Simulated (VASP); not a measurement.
Here is a VASP 6.6.1 calculation.

File Ho.cif:

```cif
data_Ho
_cell_length_a 3.57730000
_cell_length_b 3.57730000
_cell_length_c 5.61580000
_cell_angle_alpha 90.00000000
_cell_angle_beta 90.00000000
_cell_angle_gamma 120.00000000
_space_group_name_H-M_alt 'P6_3/mmc'
_space_group_name_Hall '-P 6c 2c'
_space_group_IT_number 194
loop_
_space_group_symop_operation_xyz
'x,y,z'
'-x,-y,-z'
'x-y,x,z+1/2'
'-x+y,-x,-z+1/2'
'-y,x-y,z'
'y,-x+y,-z'
'-x,-y,z+1/2'
'x,y,-z+1/2'
'-x+y,-x,z'
'x-y,x,-z'
'y,-x+y,z+1/2'
'-y,x-y,-z+1/2'
'-y,-x,-z+1/2'
'y,x,z+1/2'
'-x,-x+y,-z'
'x,x-y,z'
'-x+y,y,-z+1/2'
'x-y,-y,z+1/2'
'y,x,-z'
'-y,-x,z'
'x,x-y,-z+1/2'
'-x,-x+y,z+1/2'
'x-y,-y,-z'
'-x+y,y,z'
loop_
_atom_site_label
_atom_site_type_symbol
_atom_site_symmetry_multiplicity
_atom_site_Wyckoff_symbol
_atom_site_fract_x
_atom_site_fract_y
_atom_site_fract_z
_atom_site_occupancy
Ho1 Ho 2 c 0.6666666667 0.3333333333 0.7500000000 1
```

File POSCAR:

```
Ho
 1.0000000000000000
     3.5773000000000001    0.0000000000000000    0.0000000000000000
    -1.7886499999999992    3.0980326769580726    0.0000000000000000
     0.0000000000000000    0.0000000000000000    5.6158000000000001
 Ho 
   2
Cartesian
  1.7886500001788654  1.0326775588827564  4.2118500000000001
 -0.0000000001788649  2.0653551180753165  1.4039500000000000
```

Contents of INCAR.step1:

```
PREC     = Accurate       # precision mode
ENCUT    = 600            # plane-wave cutoff, eV
EDIFF    = 1E-7           # SCF threshold, eV
ISMEAR   = -1             # smearing method
SIGMA    = 0.02           # smearing width, eV
LREAL    = False          # projectors in reciprocal space
LASPH    = True           # aspherical terms in the spheres
NELM     = 100            # most SCF steps
ALGO     = Fast           # electronic algorithm
ISIF     = 2              # what is computed and relaxed
LWAVE    = False          # write WAVECAR
LCHARG   = True           # write CHGCAR
ISPIN    = 2              # spin polarisation
MAGMOM   = 4 4            # initial moments
LMAXMIX  = 6              # l up to which the mixer works
LDAU     = True           # DFT+U
LDAUTYPE = 2            
LDAUL    = 3              # shell
LDAUU    = 5              # U, eV
LDAUJ    = 0            
LDAUPRINT= 1            
GGA      = CA             # functional
```

The input KPOINTS.step1:

```
Automatic mesh
0
Gamma
  9 9 5
```

File INCAR.step2:

```
PREC     = Accurate       # precision mode
ENCUT    = 600            # plane-wave cutoff, eV
EDIFF    = 1E-7           # SCF threshold, eV
ISMEAR   = -5             # smearing method
SIGMA    = 0.02           # smearing width, eV
LREAL    = False          # projectors in reciprocal space
LASPH    = True           # aspherical terms in the spheres
NELM     = 100            # most SCF steps
ALGO     = Fast           # electronic algorithm
ISIF     = 2              # what is computed and relaxed
LWAVE    = False          # write WAVECAR
LCHARG   = False          # write CHGCAR
ISPIN    = 2              # spin polarisation
MAGMOM   = 4 4            # initial moments
LORBIT   = 10             # projections on sites
LMAXMIX  = 6              # l up to which the mixer works
LDAU     = True           # DFT+U
LDAUTYPE = 2            
LDAUL    = 3              # shell
LDAUU    = 5              # U, eV
LDAUJ    = 0            
LDAUPRINT= 1            
GGA      = CA             # functional
NEDOS    = 2001           # points of the DOS
ICHARG   = 11             # starting density
```

The input KPOINTS.step2:

```
Automatic mesh
0
Gamma
  14 14 8
```

Potentials or basis: VASP PAW PBE potentials, release 64 (Ho_3), 4f in core.

Launch:

```sh
$ ase convert -i cif -o vasp Ho.cif POSCAR
$ cat potpaw_PBE.64/Ho_3/POTCAR > POTCAR
$ cp INCAR.step1 INCAR
$ cp KPOINTS.step1 KPOINTS
$ mpirun -np 1 vasp_std > vasp.out
$ cp INCAR.step2 INCAR
$ cp KPOINTS.step2 KPOINTS
$ mpirun -np 1 vasp_std > vasp.out
```

Q: Predict the net moment.

A: 0.00 μB per cell.

Eigenvalues of the final occupation matrices:
| site | spin | trace | eigenvalues |
| --- | --- | --- | --- |
| site 1 f | 1 | 0.00 | 0.00 0.00 0.00 0.00 0.00 0.00 0.00 |
| site 1 f | 2 | 0.00 | 0.00 0.00 0.00 0.00 0.00 0.00 0.00 |
| site 2 f | 1 | 0.00 | 0.00 0.00 0.00 0.00 0.00 0.00 0.00 |
| site 2 f | 2 | 0.00 | 0.00 0.00 0.00 0.00 0.00 0.00 0.00 |

Caveat: the magnetic or orbital state may not be the lowest; U is put on an f shell that these potentials keep in the core, so it has next to no effect; spin-orbit coupling is left out, which moves the levels of the heavy elements; the 4f electrons are frozen in the core as for a trivalent ion, so they carry no moment and show no levels. The state reached can hang on the start; a lower one may exist.
